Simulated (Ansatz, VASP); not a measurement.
Two plane-wave programs on MgB2

```
CELL_PARAMETERS angstrom
3.08169 0.00000 0.00000
-1.54085 2.66882 0.00000
0.00000 0.00000 3.53056
ATOMIC_POSITIONS crystal
Mg 0.00000 0.00000 0.00000
B 0.33333 0.66667 0.50000
B 0.66667 0.33333 0.50000
```

Alike in both runs: functional PBE; k mesh 14 × 14 × 12; occupations gaussian, width 0.05 eV; no spin polarisation.

Ansatz relaxed the structure, and its values are those at the end. VASP's run is a single point on that final structure, the one shown.

|  | VASP | Ansatz |
| --- | --- | --- |
| version | VASP 6.6.1 | Ansatz 0.2.0 |
| potentials or method | VASP PAW PBE potentials, release 64 (Mg, B) | scalar-relativistic, plane waves, PAW |
| plane-wave cutoff (eV) | 520 | 420 |
| valence electrons in the cell | 8 | 16 |

```tsv
	VASP	Ansatz	Ansatz less VASP
gap on the k mesh at the Fermi level (eV)	none	none	-
pressure (GPa)	-1.2	-0.9	+0.27
```

A gap of «none» marks a metal or a gap that the smearing closes. The two sets of potentials don't hold the same shells in valence.
